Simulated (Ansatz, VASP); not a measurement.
## Two plane-wave programs on Cu

File INCAR:

```
SYSTEM = Cu
PREC = Accurate
ENCUT = 520
EDIFF = 1E-6
ISMEAR = 0
SIGMA = 0.15
LREAL = .False.
LASPH = .True.
NELM = 80
ALGO = Fast
ISIF = 2
LWAVE = .False.
LCHARG = .True.
GGA = PE
LELF = .True.
LVHAR = .True.
NBANDS = 18
```

Contents of KPOINTS:

```
Automatic mesh
0
Gamma
  12 12 12
  0 0 0
```

File POSCAR:

```
Cu
1.0
    0.0000000000      0.0000000000     -2.7591133692
    0.0000000000     -2.9510604861      0.0000000000
   -2.9510604861      0.0000000000      0.0000000000
Cu
2
Direct
    0.5000000000      0.5000000000      0.5000000000
    0.0000000000      0.0000000000      0.0000000000
```

Input for Ansatz:

```yaml
crystal:
  lattice:
    - [0.0, 0.0, -2.7591133692]
    - [0.0, -2.9510604861, 0.0]
    - [-2.9510604861, 0.0, 0.0]
  atoms:
    - { symbol: Cu, position: [0.5, 0.5, 0.5] }
    - { symbol: Cu, position: [0.0, 0.0, 0.0] }
basis:
  ecutwfc: 420
kpoints:
  mp_grid: { grid: [12, 12, 12] }
hamiltonian:
  xc: pbe
scf:
  occupations: { method: gaussian, width: 0.15 }
output:
  forces: true
  stress: true
  eigenvalues: true
  write_density: true
  write_potential: true
  elf: true
  volumetric_format: npy
```

Alike in both runs: task single point; functional PBE; k mesh 12 × 12 × 12; occupations gaussian, width 0.15 eV; no spin polarisation.

|  | VASP | Ansatz |
| --- | --- | --- |
| version | VASP 6.6.1 | Ansatz 0.2.0 |
| potentials or method | VASP PAW PBE potentials, release 64 (Cu) | scalar-relativistic, plane waves, PAW |
| plane-wave cutoff (eV) | 520 | 420 |
| valence electrons in the cell | 22 | 38 |

VASP gave:

```
gap on the k mesh at the Fermi level (eV)       : none
pressure (GPa)                                  : 1.2
largest component of the traceless stress (GPa) : 0.39
```

Question: What did Ansatz give for the same quantities?

Answer: gap on the k mesh at the Fermi level (eV): none; pressure (GPa): -0.1; largest component of the traceless stress (GPa): 0.42.

A gap of «none» marks a metal or a gap that the smearing closes. With one functional, cell and mesh, what is left measures potentials, basis and numerics. The two sets of potentials don't hold the same shells in valence.
